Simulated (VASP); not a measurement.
# Tm (Fm-3m) in VASP: notebook, part 2 of 2

VASP 6.6.1. The steps go on from the part before.

### 5 Single point, PBEsol, collinear spin, ferromagnetic start

INCAR reads:

```
SYSTEM = Tm
  ADDGRID = .FALSE.
  ALGO = Normal
  EDIFF = 1E-6
  ENCUT = 300
  GGA = PS
  ISIF = 2
  ISMEAR = 1
  ISPIN = 2
  LASPH = .TRUE.
  LCHARG = .FALSE.
  LMAXMIX = 6
  LORBIT = 11
  LREAL = .FALSE.
  LWAVE = .FALSE.
  MAGMOM = 2
  NBANDS = 22
  NELM = 100
  PREC = Accurate
  SIGMA = 0.2
```

KPOINTS reads:

```
k-points
0
G
  5 5 5
  0 0 0
```

POSCAR reads:

```
Tm
1.0
    0.0000000000      2.4680255249      2.4680255249
    2.4680255249      0.0000000000      2.4680255249
    2.4680255249      2.4680255249      0.0000000000
Tm
1
Direct
    0.0000000000      0.0000000000      0.0000000000
```

The run is started by

```
$ cat potpaw_PBE.64/Tm/POTCAR > POTCAR
$ mpirun -np 1 vasp_std > vasp.out
```

Wall time 42 s (1 thread of AMD EPYC, shared host); peak memory 0.1 GiB.

The run converged, but a check on its numbers failed (symmetry, net force, bounds or a known fault of this set-up), so they aren't taken as properties of the crystal.

Caveat: the k mesh is coarse (spacing up to 0.44 Å⁻¹), so the values aren't converged; the cutoff lies under the usual one of these potentials, so the numbers hold a large basis-set error; the magnetic or orbital state may not be the lowest; the PAW data sets were made with another functional, which shifts forces and pressure a little; spin-orbit coupling is left out, which moves the levels of the heavy elements.

### 6 Single point, PBEsol, collinear spin, ferromagnetic start

Edit INCAR of step 5 so:

```diff
@@ -4,3 +4,3 @@
   EDIFF = 1E-6
-  ENCUT = 300
+  ENCUT = 400
   GGA = PS
```

KPOINTS is that of step 5.

POSCAR is that of step 5.

Potentials or basis: VASP PAW PBE potentials, release 64 (Tm).

The run is started by

```
$ cat potpaw_PBE.64/Tm/POTCAR > POTCAR
$ mpirun -np 1 vasp_std > vasp.out
```

OUTCAR:

```text
SYSTEM = Tm
   EDIFF = 1E-6
   ENCUT = 400
   GGA = PS
   ISIF = 2
   ISMEAR = 1
   ISPIN = 2
   LASPH = .TRUE.
   LORBIT = 11
   LREAL = .FALSE.
   NELM = 100
   PREC = Accurate

 Found     10 irreducible k-points:

 Following reciprocal coordinates:
            Coordinates               Weight
  0.000000  0.000000  0.000000      1.000000
  0.200000  0.000000  0.000000      8.000000
  0.400000  0.000000  0.000000      8.000000
  0.200000  0.200000  0.000000      6.000000
  0.400000  0.200000  0.000000     24.000000
 -0.400000  0.200000  0.000000     24.000000
   k-points           NKPTS =     10   k-points in BZ     NKDIM =     10   number of bands    NBANDS=     22
   number of dos      NEDOS =    301   number of ions     NIONS =      1
   total plane-waves  NPLWV =  13824
[... 385 lines left out ...]
  Total       -0.0077764     -0.0077764     -0.0077764     -0.0000000     -0.0000000      0.0000000
  in kB       -0.4143893     -0.4143893     -0.4143893     -0.0000000     -0.0000000      0.0000000
  external PRESSURE =      -0.4143893 kB  Pullay stress =       0.0000000 kB

 VOLUME and BASIS-vectors are now :
 -----------------------------------------------------------------------------
  energy-cutoff  :      400.00
  volume of cell :       30.07
      direct lattice vectors                 reciprocal lattice vectors
     0.000000000  2.468025525  2.468025525    -0.202591098  0.202591098  0.202591098
     2.468025525  0.000000000  2.468025525     0.202591098 -0.202591098  0.202591098
     2.468025525  2.468025525  0.000000000     0.202591098  0.202591098 -0.202591098

 POSITION                                       TOTAL-FORCE (eV/Angst)
 -----------------------------------------------------------------------------------
      0.00000      0.00000      0.00000         0.000000      0.000000      0.000000
 -----------------------------------------------------------------------------------
    total drift:                                0.000000     -0.000000     -0.000000

  FREE ENERGIE OF THE ION-ELECTRON SYSTEM (eV)
  ---------------------------------------------------
  free  energy   TOTEN  =        -4.3344134273 eV

  energy  without entropy=       -4.3125991227  energy(sigma->0) =       -4.32714199

 total charge

# of ion       s       p       d       f       tot
--------------------------------------------------
    1        2.223   5.929   0.410  12.504  21.066

 magnetization (x)

# of ion       s       p       d       f       tot
--------------------------------------------------
    1        0.003  -0.035  -0.073   1.287   1.182
```

stdout:

```text
POSCAR found type information on POSCAR Tm
 POSCAR found :  1 types and       1 ions
 scaLAPACK will be used
 -----------------------------------------------------------------------------
|                                                                             |
|                                                                             |
|     You enforced a specific xc type in the INCAR file but a different       |
|     I HOPE YOU KNOW WHAT YOU ARE DOING!                                     |
|                                                                             |
 -----------------------------------------------------------------------------

 LDA part: xc-table for (Slater+PW92), standard interpolation
 POSCAR, INCAR and KPOINTS ok, starting setup
 FFT: planning ... GRIDC
 FFT: planning ... GRID_SOFT
 FFT: planning ... GRID
 WAVECAR not read
 entering main loop
```

Run time: 58 s. Hardware: 1 thread of AMD EPYC, shared host; peak memory 0.12 GiB.

These settings aren't checked as converged: the numbers below hold their error.

What came out:

```
Free energy                                           : -4.3344 eV
Pressure                                              : 0.0 GPa
Band gap on the k mesh                                : none (metal or under the smearing width)
Net moment                                            : 1.04 μB per cell
Site moments                                          : Tm +1.18 μB
Valence electrons inside the program's atomic spheres : Tm 21.07
```

Caveat: the k mesh is coarse (spacing up to 0.44 Å⁻¹), so the values aren't converged; the cutoff is under 1.25 times the usual one of these potentials, so pressure, stress and relaxed cells hold a basis-set (Pulay) error; the magnetic or orbital state may not be the lowest; the PAW data sets were made with another functional, which shifts forces and pressure a little; spin-orbit coupling is left out, which moves the levels of the heavy elements.

### 7 The reference run

An earlier run on the cell as given: functional PBE; potentials or basis VASP PAW PBE potentials, release 64 (Tm); cutoff 520 eV; k mesh 9 × 9 × 9; occupations fermi-dirac, width 0.05 eV; collinear spin, ferromagnetic start; starting moments [2.0] μB.

- Pressure: 3.5 GPa
- Band gap on the k mesh: none (metal or under the smearing width)
- Net moment: 0.96 μB per cell
- Site moments: Tm +1.14 μB
- Valence electrons inside the program's atomic spheres: Tm 21.08
